Light drives the electrons of a metal in two ways. It pushes the conduction electrons to and fro, and it lifts electrons from filled to empty states. The problem is to recognise both in the computed dielectric function of tungsten.

The photon energy is $E$. The column dielectric real xx, here $\varepsilon_1$, tells how the electrons shift. Above 1, the value of empty space, they follow the force of the field; below 1 they move against it. The column dielectric imaginary xx, here $\varepsilon_2$, measures absorption. The crystal is cubic, so one direction stands for all.

Dielectric function of bcc tungsten (a = 3.154 Å) for independent particles, without local fields or excitons, from Ansatz 0.2.0 (PBEsol, plane-wave PAW, scalar-relativistic, no spin polarisation). The real part includes an undamped Drude term. The k mesh is 20×20×20, for the optics 30×30×30, with Fermi-Dirac smearing of 0.15 eV and Gaussian broadening of 0.1 eV.

```
photon energy (eV)  dielectric imaginary xx  dielectric real xx
               0.1                     15.0               -6390
               0.3                     11.1                -667
               0.5                     22.4                -212
               0.7                     25.6               -98.5
               0.9                     21.1               -52.5
               1.1                     18.3               -26.9
               1.3                     18.4               -11.4
               1.5                     20.0               -2.23
               1.7                     22.1                2.77
               1.9                     24.3                5.01
               2.1                     26.1                4.44
               2.3                     25.2                2.98
               2.5                     24.0                2.62
               2.7                     22.1                2.36
               2.9                     21.5                3.77
               3.1                     23.0                3.52
               3.3                     21.8                1.46
               3.5                     20.3                1.37
               3.7                     19.6                1.40
               3.9                     18.6                1.41
               4.1                     18.0                2.14
               4.3                     18.3                2.88
               4.5                     18.8                2.99
               4.7                     19.4                3.72
               4.9                     21.9                4.71
               5.1                     27.3                3.48
               5.3                     31.1               -7.46
               5.5                     24.1               -12.9
               5.7                     18.3               -14.6
               5.9                     14.2               -13.7
               6.1                     11.4               -12.6
               6.3                     9.54               -11.2
               6.5                     8.33               -10.5
               6.7                     6.89               -9.42
               6.9                     5.93               -8.54
               7.1                     5.58               -7.57
               7.3                     4.57               -7.22
               7.5                     4.11               -5.95
               7.7                     3.92               -5.57
               7.9                     3.38               -4.93
```

**(a) Is there a threshold for absorption, and where is absorption strongest?**

*Solution.* The table shows no threshold: $\varepsilon_2$ is already 15.0 in the first row, and no row under 5 eV falls below 11.1. Every metal has filled and empty states close together in energy at the Fermi level, but light carries so little momentum that it connects only states of the same wave vector. In this calculation some of these pairs must lie close together too; how close, the broadening of 0.1 eV hides. The run leaves out spin–orbit coupling and smears the occupations, so this answer holds for the calculation and not necessarily for the metal itself, as (f) explains. The highest value, 31.1, comes at 5.3 eV.

That peak looks only 1.2 times as high as the maximum at 2.1 eV, but $\varepsilon_2$ understates it. The power absorbed at a given field strength goes as $E\,\varepsilon_2$, and by this measure the peak is three times as strong. The usual cause of such a peak is a pair of bands, one filled and one empty, that run nearly parallel, so that many electrons need the same photon energy. In tungsten 5d bands are the likely candidates, though the table doesn't resolve the bands and can't confirm it.

**(b) Why does the real part start at a huge negative value?**

*Solution.* A free electron has no restoring force. Its acceleration follows the force, so in an oscillating field its displacement is opposite to the force, and the slower the oscillation, the farther it travels. This gives the Drude term without damping,

$$\varepsilon_{\text{free}}=-\frac{E_p^2}{E^2},$$

where the plasma energy $E_p$ measures how many carriers respond and how easily they move.

The same calculation gives $E_p$ = 8.02 eV, so no constant has to be adjusted. At 0.1 eV the formula yields −6439, against −6390 in the table. The free carriers thus account for nearly the whole value. The small positive difference, about 49, is the rest of the response: the vacuum value of 1 and the transitions between bands. At zero energy the run gives about 67 for the band transitions. So steep a fall before the first row is what one expects if some transitions lie at or below 0.1 eV.

**(c) Why does the real part change sign near 1.6 eV, and is this a plasmon?**

*Solution.* Two large contributions cancel. At 1.5 eV the free carriers give −28.6 and the rest gives +26.4; at 1.7 eV the free carriers have weakened to −22.3, while the rest has hardly moved. The rest is positive because much of the absorption lies at higher photon energies. Electrons driven below their resonance follow the force in step, as a mass on a spring does when it is pushed slowly.

It is not a plasmon. A free collective oscillation needs a small $\varepsilon_2$ as well as a vanishing $\varepsilon_1$, and here $\varepsilon_2$ is above 20. The loss function $\varepsilon_2/(\varepsilon_1^2+\varepsilon_2^2)$, which peaks strongly at a plasmon, reaches only 0.05 at 1.5 eV, no more than at 4.1 eV, where $\varepsilon_1$ doesn't vanish. Its highest value in the table, 0.09, is in the last row, so a strong plasmon peak would have to lie farther up.

**(d) Why does the real part plunge just above 5 eV?**

*Solution.* The free carriers are no longer the reason: at 5.7 eV they supply −2.0 of the −14.6. The plunge belongs to the absorption peak at 5.3 eV. Below a resonance the electrons move in step with the force, above it they move against it, so $\varepsilon_1$ is raised on the low side of a peak and lowered on the high side. The Kramers–Kronig relation puts this into numbers.

To estimate the share of the peak, draw a straight baseline under it from 4.7 to 5.9 eV and call the excess above this line $\Delta\varepsilon_2$. Halfway along, at 5.3 eV, the line stands at 16.8, which leaves an excess of 14.3. With rows $\delta$ = 0.2 eV apart, the peak contributes at photon energy $E$

$$\Delta\varepsilon_1(E)=\frac{2\delta}{\pi}\sum_{E'}\frac{E'\,\Delta\varepsilon_2(E')}{E'^2-E^2},$$

where the sum runs over the five rows $E'$ from 4.9 to 5.7 eV.

At 5.0 eV, on the low side, the sum gives about +8.6. At 5.6 eV, on the high side, it gives about −7.5. The peak therefore lowers the real part by 16 between these two energies. In the table, with the free-carrier term removed and neighbouring rows averaged, the drop is 18.

With this baseline and this coarse sum, the peak accounts for 16 of the 18. The remainder comes from absorption outside the chosen excess, and the coarse spacing of the rows makes the share itself rough. A narrower baseline would lower the share, so the safe reading is that the peak causes most of the plunge. It isn't the only reason for the negative sign: at 5.6 eV the real part is about −14, and it would stay below zero without the peak's −7.5. Since the calculation itself obeys the Kramers–Kronig relation, the estimate shows where the drop comes from and is no independent test of the spectrum. The printed output after the text lists both changes and the share of the peak.

**(e) How would a simple metal or an insulator differ?**

*Solution.* In a simple metal such as sodium the free-carrier term dominates and transitions between bands are weak. The real part then climbs from its negative start to a zero where little is absorbed, and that zero does mark a plasmon. In an insulator the free-carrier term is absent. Its electronic real part starts at a positive constant, and, leaving excitons and lattice vibrations aside, absorption waits for the direct gap.

Tungsten combines the two patterns. Its carriers make the real part negative at low energy, its band transitions turn it positive, and across the strong peak it falls below zero again. For a related metal, the same reasoning asks for two things: the weight of the free carriers and the position of the strongest absorption. A large drop of the real part should accompany a strong, narrow peak wherever that peak lies.

**(f) Which settings would change the low-energy rows?**

*Solution.* The first is damping. The carriers here never scatter, so they absorb nothing, and $\varepsilon_2$ holds transitions between bands only. In a real film, collisions with vibrations, impurities and grain boundaries add absorption that grows steeply towards low energy. An infrared measurement on a tungsten film should therefore not be compared directly with the imaginary column.

The second is the smearing of the occupations by 0.15 eV, which corresponds to electrons at about 1700 K. Absorption needs a fuller lower state and an emptier upper one. At 0.1 eV the two occupations can differ by at most 0.17, where a sharp Fermi level would allow 1. A sharper level would strengthen transitions across it but remove those between states on the same side, so the table can't tell whether $\varepsilon_2$ would rise or fall. The broadening of the spectrum, 0.1 eV, is as large as the first photon energy and blurs the first row as well.

The third is spin–orbit coupling, which is left out. In tungsten it shifts and splits 5d bands by some tenths of an eV. That is small beside a photon energy of several eV, though it could still reshape the narrow peak at 5.3 eV. It is comparable with the photon energy itself at the maximum near 0.7 eV, and larger than it in the first row. Where bands touch or cross near the Fermi level it is expected to push them apart, so the missing threshold in (a) may not survive it. Of the three highest maxima, at 0.7, 2.1 and 5.3 eV, the first is therefore probably the least secure.

**(g) Which digits can be trusted?**

*Solution.* In the first row, not even all the printed ones. The program estimates the error of the free-carrier weight at 0.3 % of that weight, which makes about 20 in $\varepsilon_1$ at 0.1 eV. The value −6390 is thus uncertain in its tens. The outputs don't say what this estimate covers; the run also warns that the metal is sensitive to the mesh, and no second optics mesh is available to show by how much. For $\varepsilon_2$ the program's estimate is 0.12 %, yet the tail falls in uneven steps, 5.93, 5.58, 4.57, 4.11, far larger than that; the table can't tell whether these are weak features of the bands or traces of the mesh.

For the peaks, the spacing of the rows sets one limit. The strongest one lies near 5.3 eV, but its top may fall between two rows and be somewhat higher than 31.1. Changes such as that from 1.40 to 1.41 in the real part, between 3.7 and 3.9 eV, deserve no explanation. The fall from 3.48 to −7.46 between 5.1 and 5.3 eV is of another kind: it is large, and it has a cause in the neighbouring column.

These are digits of the calculation, not of nature. The transitions rest on PBEsol band energies, which needn't match measured excitation energies. Electrons and holes respond independently here, without local fields or excitons, and the table has no measured spectrum beside it. How far the true peak lies from 5.3 eV remains open.

The analysis program printed:

```
Imaginary part at 5.3 eV over that at 2.1 eV (ratio): 1.192
Photon energy times imaginary part, 5.3 eV over 2.1 eV (ratio): 3.007
Imaginary part at 5.3 eV over that at 7.9 eV (ratio): 9.201
Smallest imaginary part below 5 eV: 11.1
Drude term at 0.1 eV: -6439
Error of the real part at 0.1 eV from the Drude weight: 20.61
Drude term at 1.5 eV: -28.62
Rest of the real part at 1.5 eV: 26.39
Drude term at 1.7 eV: -22.28
Rest of the real part at 1.7 eV: 25.05
First zero of the real part by straight line (eV): 1.589
Second zero of the real part by straight line (eV): 5.164
Drude term at 5.7 eV: -1.982
Rest of the real part at 5.7 eV: -12.62
Change of the rest from 5.0 to 5.6 eV, rows interpolated: -18.37
Change from 5.0 to 5.6 eV due to the peak above its baseline: -16.08
Share of the peak in that change (percent): 87.54
Loss function at 1.5 eV: 0.04939
Loss function at 5.1 eV: 0.03604
Loss function at 7.9 eV: 0.0946
Largest possible occupation difference at 0.1 eV: 0.1651
Largest possible occupation difference at 0.3 eV: 0.4621
Largest possible occupation difference at 0.7 eV: 0.8232
Electron temperature equal to the smearing (K): 1741
```
